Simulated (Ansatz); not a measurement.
**Elastic constants of AlP (F-43m) under pressure**

```
Al P
1.0
     0.00000    2.71693    2.71693
     2.71693    0.00000    2.71693
     2.71693    2.71693    0.00000
Al P
1 1
Direct
  0.00000 0.00000 0.00000
  0.75000 0.75000 0.75000
```

This is the zero-pressure cell. At each pressure cell and atoms are relaxed in this structure, and the constants are slopes of the stress at strains of ±0.005 with relaxed ions (the coefficients that govern stability under load). Level: LDA, PAW on Ansatz 0.2.0's default frozen-core files (fitted under PBE), scalar-relativistic; k mesh 8×8×8, strains of ±0.005, fixed occupations, cutoff 420 eV. P is the pressure of the relaxed cell, less that of this one.

```csv
P (GPa),V/V₀,C11 (GPa),C12 (GPa),C44 (GPa)
0.00,1.0000,132.6,68.9,61.6
1.00,?,?,?,?
2.00,0.9790,139.9,77.4,62.1
3.98,0.9602,146.8,85.7,62.2
6.97,0.9348,156.8,97.9,62.0
9.96,0.9124,166.4,109.9,61.4
14.96,0.8798,181.6,129.4,59.4
```

**Question.** Does the bulk modulus from the constants agree with the pressure-volume curve?

**Answer.** A third-order Birch-Murnaghan fit to the volumes shown (F against f, f = [(V₀/V)^(2/3) − 1]/2) gives B₀ = 90.2 GPa and B′ = 4.0. Its −V dP/dV stands beside (C11 + 2C12)/3:

```
P (GPa)  from P(V)  from the constants
   0.00       90.2                90.1
   2.00       98.2                98.3
   3.98      106.0               106.0
   6.97      117.5               117.5
   9.96      128.8               128.7
  14.96      147.2               146.8
```

**Question.** What are the pressure derivatives at zero pressure?

**Answer.** Slopes at V₀ of quadratic fits in −ln(V/V₀) through the first four rows shown, divided by B₀: dC11/dP = 3.7, dC12/dP = 4.3, dC44/dP = 0.3. The mean slopes up to 4.0 GPa are 3.6, 4.2, 0.2; curvature and scatter of the constants part the two. The combination (dC11/dP + 2 dC12/dP)/3 = 4.1 stands against B′.

**Question.** Fill the row at 1.00 GPa.

**Answer.** Cubic fits in −ln(V/V₀) through all rows shown give C11 = 136.3, C12 = 73.1, C44 = 61.9 GPa. Computed: V/V₀ = 0.9893, C11 (GPa) = 136.3, C12 (GPa) = 73.1, C44 (GPa) = 61.9.

**Question.** Does a shear stiffness soften?

**Answer.** C44 goes from 61.6 to 59.4 GPa, through a maximum of 62.2 near 4 GPa; (C11 − C12)/2 goes from 31.9 to 26.1 GPa. C44 and (C11 − C12)/2 soften under pressure, though the lattice stays mechanically stable over this range.

Limits of these numbers: no other phase was computed; many crystals of this kind change structure within this range, and rows or crossings beyond such a change describe a metastable lattice; frozen-core PAW files fitted under PBE, their cores solved anew for the functional of the run; constants at zero field, no piezoelectric stiffening; phonons weren't checked at these pressures.
